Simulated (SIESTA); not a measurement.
# NiO2 under changes of volume

One of the cells (15.832 Å³/atom); the others are scaled copies at fixed shape and fractional positions:

```
CELL_PARAMETERS angstrom
1.40213 0.80952 6.97429
-1.40213 0.80952 6.97429
0.00000 -1.61904 6.97429
ATOMIC_POSITIONS crystal
Ni 0.00000 0.00000 0.00000
O 0.37879 0.37879 0.37879
O 0.62121 0.62121 0.62121
```

The cell comes from a database or a generator and needn't be the stable form of this composition.

| Property | Result |
| --- | --- |
| Program | SIESTA 5.4.2 |
| Functional | LDA |
| Potentials or basis | PseudoDojo 0.4 standard (LDA files) |
| Basis | DZP (energy shift 0.003 Ry; two zetas on semicore shells) |
| Grid cutoff | 800 Ry |
| Energy shift | 0.003 Ry |
| k mesh | 8 × 8 × 8 |
| Occupations | fermi-dirac, width 0.05 eV |
| Spin | collinear spin, ferromagnetic start |
| Starting moments | [1.0, 0.0, 0.0] μB |

```tsv
volume (Å³/atom)	energy over the lowest point (meV/atom)	pressure (GPa)	gap on the mesh (eV)	largest force (eV/Å)
14.882	1.87	2.6	1.25	0.319
15.199	0.00	-0.6	1.21	0.023
15.516	4.10	-3.5	1.17	0.335
15.832	13.46	-6.0	1.14	0.619
16.149	27.48	-8.2	1.11	0.880
16.466	45.64	-10.2	1.08	1.119
16.782	?	?	?	?
```

Problem. What does the run at 16.782 Å³/atom give?

Solution. Energy over the lowest point 67.50 meV/atom; pressure -11.9 GPa; gap on the mesh 1.05 eV; largest force 1.340 eV/Å.

Worked out: A Birch-Murnaghan fit of order 3 (a polynomial in V^(-2/3)) to the other rows has its minimum at 15.13 Å³/atom with B0 = V·E''(V) = 148 GPa and B' = 4.9 at fixed shape and positions, which overstates the stiffness. It gives 67.35 meV/atom at 16.782 Å³/atom, against the run's 67.50, and -dE/dV = -11.9 GPa, against -11.9. A straight line through the other rows of the gap, of slope -1.67 eV per unit of ln V, extrapolates to 1.05 eV, against the run's 1.05.

Energies are extrapolated to zero smearing.

Caveats: short orbitals over semicore shells can move pressures by several GPa; the basis of atomic orbitals isn't converged, which shifts pressures, moduli and gaps; forces of over 1 eV/Å show positions far from the minimum, so gaps and moduli don't describe the material at rest (some runs).

A mesh can miss the band edges.
